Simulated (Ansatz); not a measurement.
## BP: experiment and calculation

**The experiment to reproduce.**

“Thermal expansion coefficients of high thermal conducting BAs and BP materials”, 2019, arxiv:1906.04101 reports, for a bulk crystal of BP at 300 K: lattice constant a 4.5399 ± 0.0008 Å.

The results are compared with them further down.

These are results of DFT PBE, scalar-relativistic, plane waves, PAW (Ansatz), not measurements.

Plane waves to 420 eV, a k mesh through Γ of 10×10×10 on the computed 2-atom cell and Gaussian smearing (0.02 eV); no spin polarisation.

Relaxed structure, symmetry kept:

```xyz
2
Lattice="0.0000 2.2742 2.2742 2.2742 0.0000 2.2742 2.2742 2.2742 0.0000" Properties=species:S:1:pos:R:3 pbc="T T T"
B     0.0000    0.0000    0.0000
P     1.1371    1.1371    1.1371
```

- Space group: F-43m (No. 216)
- Volume per atom: 79.4 bohr³
- Formation energy from the elements' standard states (uncorrected): -0.429 eV/atom
- Kohn–Sham band gap: 1.25 eV
- Löwdin character of the top 1 eV of the valence band: B 2p 52 %, P 3p 45 %
- Löwdin character of the lowest 1 eV of the conduction band: B 2p 24 %, P 3p 24 %, B 2s 23 %, P 3s 12 %, unprojected 17 %
- Bader charges (e): B (1 in the cell) 0.46, P (1 in the cell) -0.46

A measured lattice constant a of BP is 4.5399 Å (300 K; the paper above); the calculated 4.548 Å misses it by +0.2 %. 3 values of this kind are on record in papers (4.5383 to 4.53991 Å); this one was drawn at random among those near their median, those with a stated uncertainty first. The calculation is for 0 K without zero-point motion.